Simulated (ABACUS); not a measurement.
Hf:

```xyz
1
Lattice="-1.8050 1.8050 1.8050 1.8050 -1.8050 1.8050 1.8050 1.8050 -1.8050" Properties=species:S:1:pos:R:3 pbc="T T T"
Hf    0.0000    0.0000    0.0000
```

This isn't the form of Hf at room conditions, which is hcp.

* Program: ABACUS 3.10.1
* Task: single point
* Functional: PBE
* Potentials or basis: PseudoDojo NC SR 0.4.1 PBE standard
* Cutoff: 1361 eV
* Density cutoff: 5442 eV
* Basis: DZP LCAO (the cutoffs set its grid)
* k mesh: 10 × 10 × 10
* Occupations: fermi-dirac, width 0.05 eV
* Spin: no spin polarisation

On this cell: pressure -4.7 GPa; band gap on the k mesh none (metal or under the smearing width).

The same run follows on a disturbed copy (cell strained at random at fixed volume):

```
Hf
1.0
    -1.73538    1.78809    1.84034
     1.76840   -1.76106    1.84632
     1.78180    1.80748   -1.81331
Hf
1
Direct
  0.98347 0.99320 0.98959
```

Task: What does the disturbed cell give?

Result: The energy (extrapolated to zero smearing) moves by +2.1 meV/atom; pressure -4.6 GPa; band gap on the k mesh none (metal or under the smearing width).

Stress tensor (GPa, compression positive):
```
-5.42 -1.27 -0.99
-1.27 -4.78 -0.82
-0.99 -0.82 -3.66
```

Caveats: the atomic orbitals were generated for these runs and aren't a published set; the basis of atomic orbitals isn't converged, which shifts pressures, moduli and gaps.
